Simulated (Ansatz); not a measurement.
Crystal: InAs.

```
In As
1.0
     0.00000    2.87730    2.87730
     2.87730    0.00000    2.87730
     2.87730    2.87730    0.00000
In As
1 1
Direct
  0.50000 0.50000 0.50000
  0.00000 0.00000 0.00000
```

Measurements of this composition are mostly on another form, of space group No. 216.

* Program: Ansatz 0.2.0
* Task: relaxation of cell and atoms
* Functional: PBE
* Dispersion: D3(BJ)
* Potentials or basis: Ansatz PAW
* Cutoff: 420 eV (not typed: the program's choice for these potentials)
* k mesh: 8 × 8 × 8
* Occupations: fermi-dirac, width 0.05 eV
* Spin: no spin polarisation

At the start: volume 23.82 Å³/atom.

Task: How do energy, volume and symmetry change on relaxing?

Result: It ends after 5 steps and the volume is 22.82 Å³/atom (-4.2 %); space group Fm-3m (No. 225, to 0.05 Å).

The path:
| step | energy change (eV) | largest force (eV/Å) | volume (Å³) |
| --- | --- | --- | --- |
| 1 | 0.0000 | 0.0000 | 47.64 |
| 2 | -0.0099 | 0.0000 | 44.35 |
| 3 | -0.0177 | 0.0000 | 45.75 |
| 4 | -0.0178 | 0.0000 | 45.64 |
| 5 | -0.0173 | 0.0000 | 45.64 |

Final structure:
```yaml
crystal:
  lattice:
    - [0.00000, 2.83649, 2.83649]
    - [2.83649, 0.00000, 2.83649]
    - [2.83649, 2.83649, 0.00000]
  atoms:
    - { symbol: In, position: [0.50000, 0.50000, 0.50000] }
    - { symbol: As, position: [0.00000, 0.00000, 0.00000] }
```

Caveat: the plane-wave basis is chosen anew once the cell has moved, so the energies of steps on either side of that aren't comparable; pairwise dispersion overbinds metals, which lowers pressure and volume.
